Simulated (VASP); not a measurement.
# Bi2S3 (Bismuthinite) (Pnma) in VASP: electric field gradients with r2SCAN

Aim: the electric field gradients of Bi2S3 (Bismuthinite) with r2SCAN.

Program: VASP 6.6.1. These are calculated values, not measurements. Logs are shortened: lines on timing, memory, paths and dates and some standing lists are left out, and cuts for length are marked.

**1. The crystal as given**

It takes space group Pnma (No. 62, orthorhombic). The conventional cell has a = 11.345 Å, b = 3.994 Å, c = 11.193 Å, α = 90.00°, β = 90.00°, γ = 90.00°. Bi (site symmetry m) has 6 S at 2.67 to 3.07 Å as nearest neighbours. Bi (site symmetry m) is surrounded by 5 S at 2.60 to 2.97 Å. S (site symmetry m) has 3 Bi at 2.70 to 2.76 Å as nearest neighbours. S (site symmetry m) is surrounded by 3 Bi at 2.60 to 2.97 Å. S (site symmetry m) is surrounded by 3 Bi at 2.67 to 3.05 Å.

**2. Electric field gradients, r2SCAN**

File INCAR:

```
SYSTEM = Bi2S3
ALGO = Normal
EDIFF = 1E-7
ENCUT = 520
ISIF = 2
ISMEAR = -1
LASPH = .TRUE.
LCHARG = .FALSE.
LEFG = .TRUE.
LMIXTAU = .TRUE.
LREAL = .FALSE.
LWAVE = .FALSE.
METAGGA = R2SCAN
NELM = 60
PREC = Accurate
SIGMA = 0.02
```

File KPOINTS:

```
k-points
0
G
  2 6 2
  0 0 0
```

File POSCAR:

```
Bi2S3
1.0
   11.3450000000      0.0000000000      0.0000000000
    0.0000000000      3.9940000000      0.0000000000
    0.0000000000      0.0000000000     11.1930000000
Bi S
8 12
Direct
    0.4835000000      0.2500000000      0.3257000000
    0.0165000000      0.7500000000      0.8257000000
    0.9835000000      0.2500000000      0.1743000000
    0.5165000000      0.7500000000      0.6743000000
    0.3407000000      0.7500000000      0.0339000000
    0.1593000000      0.2500000000      0.5339000000
    0.8407000000      0.7500000000      0.4661000000
    0.6593000000      0.2500000000      0.9661000000
    0.2835000000      0.2500000000      0.1943000000
    0.2165000000      0.7500000000      0.6943000000
    0.7835000000      0.2500000000      0.3057000000
    0.7165000000      0.7500000000      0.8057000000
    0.5495000000      0.7500000000      0.1286000000
    0.9505000000      0.2500000000      0.6286000000
    0.0495000000      0.7500000000      0.3714000000
    0.4505000000      0.2500000000      0.8714000000
    0.3767000000      0.7500000000      0.4414000000
    0.1233000000      0.2500000000      0.9414000000
    0.8767000000      0.7500000000      0.0586000000
    0.6233000000      0.2500000000      0.5586000000
```

Potentials or basis: VASP PAW PBE potentials, release 64 (Bi_d, S).

On the command line:

```console
cat potpaw_PBE.64/Bi_d/POTCAR potpaw_PBE.64/S/POTCAR > POTCAR
mpirun -np 1 vasp_std > vasp.out
```

OUTCAR:

```text
SYSTEM = Bi2S3
   EDIFF = 1E-7
   ENCUT = 520
   ISIF = 2
   ISMEAR = -1
   LASPH = .TRUE.
   LREAL = .FALSE.
   METAGGA = R2SCAN
   NELM = 60
   PREC = Accurate

 ion  position               nearest neighbor table
   1  0.483  0.250  0.326-  17 2.67  17 2.67   9 2.70  20 3.05  13 3.07  13 3.07
   2  0.017  0.750  0.826-  18 2.67  18 2.67  10 2.70  19 3.05  14 3.07  14 3.07
   3  0.983  0.250  0.174-  19 2.67  19 2.67  11 2.70  18 3.05  15 3.07  15 3.07
   4  0.517  0.750  0.674-  20 2.67  20 2.67  12 2.70  17 3.05  16 3.07  16 3.07
   5  0.341  0.750  0.034-  13 2.60   9 2.76   9 2.76  16 2.97  16 2.97  18 3.34  18 3.34
   6  0.159  0.250  0.534-  14 2.60  10 2.76  10 2.76  15 2.97  15 2.97  17 3.34  17 3.34
   7  0.841  0.750  0.466-  15 2.60  11 2.76  11 2.76  14 2.97  14 2.97  20 3.34  20 3.34
   8  0.659  0.250  0.966-  16 2.60  12 2.76  12 2.76  13 2.97  13 2.97  19 3.34  19 3.34
   9  0.283  0.250  0.194-   1 2.70   5 2.76   5 2.76
  10  0.217  0.750  0.694-   2 2.70   6 2.76   6 2.76
  11  0.783  0.250  0.306-   3 2.70   7 2.76   7 2.76
  12  0.717  0.750  0.806-   4 2.70   8 2.76   8 2.76
  13  0.550  0.750  0.129-   5 2.60   8 2.97   8 2.97   1 3.07   1 3.07
  14  0.950  0.250  0.629-   6 2.60   7 2.97   7 2.97   2 3.07   2 3.07
  15  0.050  0.750  0.371-   7 2.60   6 2.97   6 2.97   3 3.07   3 3.07
  16  0.450  0.250  0.871-   8 2.60   5 2.97   5 2.97   4 3.07   4 3.07
  17  0.377  0.750  0.441-   1 2.67   1 2.67   4 3.05   6 3.34   6 3.34
  18  0.123  0.250  0.941-   2 2.67   2 2.67   3 3.05   5 3.34   5 3.34
  19  0.877  0.750  0.059-   3 2.67   3 2.67   2 3.05   8 3.34   8 3.34
  20  0.623  0.250  0.559-   4 2.67   4 2.67   1 3.05   7 3.34   7 3.34

  LATTYP: Found a simple orthorhombic cell.
 ALAT       =     3.9940000000
 B/A-ratio  =     2.8024536805
 C/A-ratio  =     2.8405107661

  Lattice vectors:

 A1 = (   0.0000000000,   3.9940000000,   0.0000000000)
 A2 = (   0.0000000000,   0.0000000000,  11.1930000000)
 A3 = (  11.3450000000,   0.0000000000,   0.0000000000)

Analysis of symmetry for initial positions (statically):
=====================================================================
 Subroutine PRICEL returns:
 Original cell was already a primitive cell.

 Routine SETGRP: Setting up the symmetry group for a
 simple orthorhombic supercell.

 Subroutine GETGRP returns: Found  8 space group operations
 (whereof  2 operations were pure point group operations)
 out of a pool of  8 trial point group operations.

The static configuration has the point symmetry S_2 .
 The point group associated with its full space group is D_2h.

Analysis of symmetry for dynamics (positions and initial velocities):
=====================================================================
 Subroutine PRICEL returns:
 Original cell was already a primitive cell.

 Routine SETGRP: Setting up the symmetry group for a
 simple orthorhombic supercell.

 Subroutine GETGRP returns: Found  8 space group operations
 (whereof  2 operations were pure point group operations)
 out of a pool of  8 trial point group operations.

The dynamic configuration has the point symmetry S_2 .
 The point group associated with its full space group is D_2h.

 Subroutine INISYM returns: Found  8 space group operations
 (whereof  2 operations are pure point group operations),
 and found     1 'primitive' translations

----------------------------------------------------------------------------------------

                                     Primitive cell

  volume of cell :     507.1764

  direct lattice vectors                    reciprocal lattice vectors
    11.345000000  0.000000000  0.000000000     0.088144557  0.000000000  0.000000000
     0.000000000  3.994000000  0.000000000     0.000000000  0.250375563  0.000000000
     0.000000000  0.000000000 11.193000000     0.000000000  0.000000000  0.089341553

  length of vectors
    11.345000000  3.994000000 11.193000000     0.088144557  0.250375563  0.089341553

  position of ions in fractional coordinates (direct lattice)
     0.483500000  0.250000000  0.325700000
     0.016500000  0.750000000  0.825700000
     0.983500000  0.250000000  0.174300000
     0.516500000  0.750000000  0.674300000
     0.340700000  0.750000000  0.033900000
     0.159300000  0.250000000  0.533900000
[... 111 lines left out ...]
   NELECT =     192.0000    total number of electrons
   NUPDOWN=      -1.0000    fix difference up-down
   EMIN   =  10.00;   EMAX   =-10.00  energy-range for DOS
   EFERMI =   0.00;   METHOD = LEGACY
   ISMEAR =    -1;   SIGMA  =   0.02  broadening in eV -4-tet -1-fermi 0-gaus
   EFERMI_NEDOS =   21; number of points for ismear=-14 and -15
   IALGO  =     38    algorithm
   IMIX   =      4    mixing-type and parameters
     AMIX     =   0.40;   BMIX     =  1.00
     AMIX_MAG =   1.60;   BMIX_MAG =  1.00
  volume/ion in A,a.u.               =      25.36       171.13
  Fermi-wavevector in a.u.,A,eV,Ry     =   1.184283  2.237971 19.082533  1.402527
  Thomas-Fermi vector in A             =   2.320501
   LORBIT       =      0    0 simple, 1 ext, 2 COOP (PROOUT), +10 PAW based schemes
   METAGGA = R2SCAN    functional components
   LHFCALC =     F    Hartree Fock is set to
   AEXX    =    0.0000 exact exchange contribution
   IVDW    =     0    specifies the selected vdW correction
   LEPSILON=     F    determine dielectric tensor
   LRPA    =     F    only Hartree local field effects (RPA)
 non-spin polarized calculation
  energy-cutoff  :      520.00
  volume of cell :      507.18
 maximum number of plane-waves:     13706
   NGX = 43   NGY = 15   NGZ = 41

 number of electron     192.0000029 magnetization

 Free energy of the ion-electron system (eV)
  ---------------------------------------------------
  ext. energy  EPLUGINS =         0.00000000
  ---------------------------------------------------
  free energy    TOTEN  =      -572.47491706 eV

  energy without entropy =     -572.47491706  energy(sigma->0) =     -572.47491706

 E-fermi :   5.3705     XC(G=0): -10.2324

 val. band max:        4.8981594800   @ k =   0.5000   0.0000   0.0000
 cond. band min:       6.5792824087   @ k =   0.0000   0.0000   0.0000
 fundamental gap:      1.6811229287
 Fermi energy:         5.3704873957

 k-point     1 :       0.0000    0.0000    0.0000
  band No.  band energies     occupation
      1     -18.3201      2.00000
      2     -18.3200      2.00000
      3     -18.3141      2.00000
      4     -18.3140      2.00000
      5     -18.3094      2.00000
      6     -18.3088      2.00000
[... 1765 lines left out ...]
    107       8.9308      0.00000
    108       8.9308      0.00000
 [bands above 108 left out]

------------------------ aborting loop because EDIFF is reached ----------------------------------------

  FORCE on cell =-STRESS in cart. coord.  units (eV):
  Direction    XX          YY          ZZ          XY          YZ          ZX
  --------------------------------------------------------------------------------------
  -------------------------------------------------------------------------------------
  Total        1.9900662      0.5892995      0.0267272      0.0000000      0.0000000      0.0000000
  in kB        6.2866464      1.8616052      0.0844317      0.0000000      0.0000000      0.0000000
  external PRESSURE =       2.7442278 kB  Pullay stress =       0.0000000 kB

 VOLUME and BASIS-vectors are now :
 -----------------------------------------------------------------------------
  energy-cutoff  :      520.00
  volume of cell :      507.18
      direct lattice vectors                 reciprocal lattice vectors
    11.345000000  0.000000000  0.000000000     0.088144557  0.000000000  0.000000000
     0.000000000  3.994000000  0.000000000     0.000000000  0.250375563  0.000000000
     0.000000000  0.000000000 11.193000000     0.000000000  0.000000000  0.089341553

 POSITION                                       TOTAL-FORCE (eV/Angst)
 -----------------------------------------------------------------------------------
      5.48531      0.99850      3.64556        -0.027193      0.000000     -0.000618
      0.18719      2.99550      9.24206         0.027193      0.000000     -0.000618
     11.15781      0.99850      1.95094        -0.027193     -0.000000      0.000618
      5.85969      2.99550      7.54744         0.027193     -0.000000      0.000618
      3.86524      2.99550      0.37944        -0.054145      0.000000      0.084073
      1.80726      0.99850      5.97594         0.054145     -0.000000      0.084073
[... 12 lines left out ...]
      9.94616      2.99550      0.65591         0.096899      0.000000     -0.074166
      7.07134      0.99850      6.25241        -0.096899      0.000000     -0.074166
 -----------------------------------------------------------------------------------
    total drift:                                0.000000      0.000000      0.000000

  FREE ENERGIE OF THE ION-ELECTRON SYSTEM (eV)
  ---------------------------------------------------
  free  energy   TOTEN  =      -572.4749170585 eV

  energy  without entropy=     -572.4749170585  energy(sigma->0) =     -572.47491706

 Electric field gradients (V/A^2)
---------------------------------------------------------------------
 ion       V_xx      V_yy      V_zz      V_xy      V_xz      V_yz
---------------------------------------------------------------------
   1    -111.155    -6.540   117.695     0.000    19.325     0.000
   2    -111.155    -6.540   117.695     0.000   -19.325     0.000
   3    -111.155    -6.540   117.695    -0.000   -19.325    -0.000
   4    -111.155    -6.540   117.695     0.000    19.325    -0.000
   5    -105.726   133.314   -27.588     0.000  -202.363    -0.000
   6    -105.726   133.314   -27.588     0.000   202.363     0.000
[... 12 lines left out ...]
  19     -40.448    59.269   -18.821     0.000    61.687    -0.000
  20     -40.448    59.269   -18.821    -0.000   -61.687     0.000
---------------------------------------------------------------------

 Electric field gradients after diagonalization (V/A^2)
 (convention: |V_zz| > |V_xx| > |V_yy|)
----------------------------------------------------------------------
 ion       V_xx      V_yy      V_zz     asymmetry (V_yy - V_xx)/ V_zz
----------------------------------------------------------------------
   1    -112.775    -6.540   119.315       0.890
   2    -112.775    -6.540   119.315       0.890
   3    -112.775    -6.540   119.315       0.890
   4    -112.775    -6.540   119.315       0.890
   5     139.442   133.314  -272.757       0.022
   6     139.442   133.314  -272.757       0.022
[... 12 lines left out ...]
  19      59.269    32.993   -92.262       0.285
  20      59.269    32.993   -92.262       0.285
----------------------------------------------------------------------

           NMR quadrupolar parameters

 Cq : quadrupolar parameter    Cq=e*Q*V_zz/h
 eta: asymmetry parameters     (V_yy - V_xx)/ V_zz
 Q  : nuclear electric quadrupole moment in mb (millibarn)
----------------------------------------------------------------------
 ion       Cq(MHz)       eta       Q (mb)
----------------------------------------------------------------------
   1       0.289       0.890       1.000
   2       0.289       0.890       1.000
   3       0.289       0.890       1.000
   4       0.289       0.890       1.000
   5      -0.660       0.022       1.000
   6      -0.660       0.022       1.000
[... 12 lines left out ...]
  19      -0.223       0.285       1.000
  20      -0.223       0.285       1.000
----------------------------------------------------------------------
```

Wall time 69 min (1 thread of Intel Xeon Platinum 8488C (Sapphire Rapids), shared host); peak memory 0.87 GiB.

Results:

| Item | Value |
| --- | --- |
| Free energy | -572.4749 eV |
| Pressure | 0.3 GPa |
| Largest force | 0.227 eV/Å |
| Band gap on the k mesh | 1.68 eV, indirect (least direct gap 1.75 eV) |

Forces on the atoms (eV/Å):
```
Bi  -0.027  0.000 -0.001
Bi   0.027  0.000 -0.001
Bi  -0.027  0.000  0.001
Bi   0.027  0.000  0.001
Bi  -0.054  0.000  0.084
Bi   0.054  0.000  0.084
Bi  -0.054  0.000 -0.084
Bi   0.054  0.000 -0.084
S    0.160  0.000 -0.161
S   -0.160  0.000 -0.161
S    0.160  0.000  0.161
S   -0.160  0.000  0.161
S    0.006  0.000 -0.020
S   -0.006  0.000 -0.020
S    0.006  0.000  0.020
S   -0.006  0.000  0.020
S    0.097  0.000  0.074
S   -0.097  0.000  0.074
S    0.097  0.000 -0.074
S   -0.097  0.000 -0.074
```

Stress tensor (GPa, compression positive):
```
0.63 0.00 0.00
0.00 0.19 0.00
0.00 0.00 0.01
```

Electric field gradients, principal values (V/Å²):
```
atom      Vxx       Vyy       Vzz
1 Bi   -6.540  -112.775   119.315
2 Bi   -6.540  -112.775   119.315
3 Bi   -6.540  -112.775   119.315
4 Bi   -6.540  -112.775   119.315
5 Bi  133.314   139.442  -272.757
6 Bi  133.314   139.442  -272.757
7 Bi  133.314   139.442  -272.757
8 Bi  133.314   139.442  -272.757
 9 S    7.537    17.619   -25.156
10 S    7.537    17.619   -25.156
11 S    7.537    17.619   -25.156
12 S    7.537    17.619   -25.156
13 S   -6.132   -44.585    50.717
14 S   -6.132   -44.585    50.717
15 S   -6.132   -44.585    50.717
16 S   -6.132   -44.585    50.717
17 S   32.993    59.269   -92.262
18 S   32.993    59.269   -92.262
19 S   32.993    59.269   -92.262
20 S   32.993    59.269   -92.262
```

Caveat: the PAW data sets were made with another functional, which shifts forces and pressure a little; spin-orbit coupling is left out, which as a rule narrows the gap of such compounds by several tenths of an eV. r2SCAN opens gaps a little over a GGA but as a rule still falls short of measured ones.
